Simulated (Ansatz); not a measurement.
The system is FeO (Wuestite).

```
CELL_PARAMETERS angstrom
0.00000 2.15540 2.15540
2.15540 0.00000 2.15540
2.15540 2.15540 0.00000
ATOMIC_POSITIONS crystal
Fe 0.00000 0.00000 0.00000
O 0.50000 0.50000 0.50000
```

Alike in all runs: program Ansatz 0.2.0; functional PBEsol; potentials or basis Ansatz PAW; cutoff 420 eV (not typed: the program's choice for these potentials); k mesh 9 × 9 × 9; occupations fermi-dirac, width 0.05 eV.

Question: Only the start or the spin constraint differs. Which run ends lowest in energy?
A. collinear spin, ferromagnetic start of up to 2.2 μB; fixed moment 2.2
B. collinear spin, ferromagnetic start of up to 3.8 μB; fixed moment 3.8
C. collinear spin, ferromagnetic start of up to 3 μB; fixed moment 3
D. collinear spin, ferromagnetic start of up to 4.5 μB; fixed moment 4.5
E. collinear spin, ferromagnetic start of up to 0.8 μB; fixed moment 0.8
F. collinear spin, ferromagnetic start of up to 1.5 μB; fixed moment 1.5

Answer: B.

| start | free energy over the lowest (meV/atom) | net moment (μB) | site or absolute moments (μB) | gap |
| --- | --- | --- | --- | --- |
| collinear spin, ferromagnetic start of up to 2.2 μB; fixed moment 2.2 | 346.8 | 2.20 | Fe +2.05; O +0.01 | - |
| collinear spin, ferromagnetic start of up to 6 μB; fixed moment 6 | 2839.4 | 6.00 | Fe +4.22; O +0.89 | - |
| collinear spin, ferromagnetic start of up to 3 μB; fixed moment 3 | 149.0 | 3.00 | Fe +2.72; O +0.09 | - |
| collinear spin, ferromagnetic start of up to 4.5 μB; fixed moment 4.5 | 383.6 | 4.50 | Fe +3.64; O +0.48 | - |
| collinear spin, ferromagnetic start of up to 0.8 μB; fixed moment 0.8 | 625.0 | 0.80 | Fe +0.75; O +0.01 | - |
| collinear spin, ferromagnetic start of up to 3.8 μB; fixed moment 3.8 | 0.0 | 3.80 | Fe +3.31; O +0.27 | - |
| collinear spin, ferromagnetic start of up to 1.5 μB; fixed moment 1.5 | 511.8 | 1.50 | Fe +1.42; O -0.01 | - |
| collinear spin, program default start; fixed moment 0 | 695.6 | 0.00 | - | - |

All polarised runs hold their moment fixed, so the table maps the energy against it. A still lower state may exist.

Caveats: the total moment is fixed, so each spin has its own Fermi level; a cell with one magnetic atom can't hold antiferromagnetic order, which such compounds often take (some runs).
